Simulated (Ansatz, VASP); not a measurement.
**Two plane-wave programs on Cs**

```
Cs
1.0
    -3.03350    3.03350    3.03350
     3.03350   -3.03350    3.03350
     3.03350    3.03350   -3.03350
Cs
1
Direct
  0.00000 0.00000 0.00000
```

Alike in both runs: task single point; functional PBEsol; k mesh 10 × 10 × 10; occupations gaussian, width 0.1 eV; no spin polarisation.

|  | VASP | Ansatz |
| --- | --- | --- |
| version | VASP 6.6.1 | Ansatz 0.2.0 |
| potentials or method | VASP PAW PBE potentials, release 64 (Cs_sv) | scalar-relativistic, plane waves, PAW |
| plane-wave cutoff (eV) | 520 | 420 |
| valence electrons in the cell | 9 | 9 |

```csv
,VASP,Ansatz,Ansatz less VASP
gap on the k mesh at the Fermi level (eV),none,none,-
pressure (GPa),-0.1,-0.1,+0.01
```

A gap of «none» marks a metal or a gap that the smearing closes.

Caveats: the PAW data sets were made with another functional, which shifts forces and pressure a little (VASP). Spin-orbit coupling is left out, which matters for the levels of Cs.
